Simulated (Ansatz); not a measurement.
The system is Eu.

```
CELL_PARAMETERS angstrom
-2.30300 2.30300 2.30300
2.30300 -2.30300 2.30300
2.30300 2.30300 -2.30300
ATOMIC_POSITIONS crystal
Eu 0.00000 0.00000 0.00000
```

Base run:

* Program: Ansatz 0.2.0
* Functional: PBEsol
* Potentials or basis: Ansatz PAW
* Cutoff: 420 eV (not typed: the program's choice for these potentials)
* k mesh: 7 × 7 × 7
* Occupations: fermi-dirac, width 0.05 eV
* Spin: collinear spin, ferromagnetic start
* Starting moments: [3.5] μB
* Fixed moment: 3.5 μB

Its results: pressure -4.5 GPa; site moments Eu +4.72 μB.

Problem. After a change of settings the same cell gave: pressure -6.7 GPa; site moments Eu +9.28 μB. Which change was it?
A. fixed moment from 3.5 μB to 10.5 μB; moments at the start from [3.5] to [10.5]
B. fixed moment from 3.5 μB to 7 μB; moments at the start from [3.5] to [7.0]
C. fixed moment from 3.5 μB to 8.8 μB; moments at the start from [3.5] to [8.8]
D. fixed moment from 3.5 μB to 5.2 μB; moments at the start from [3.5] to [5.2]

Solution. A.

Caveats: the total moment is fixed, so each spin has its own Fermi level; the PAW data sets come from PBE, with cores solved anew for the run's functional, which leaves a small shift of forces and pressure; the thresholds are loose for stress.
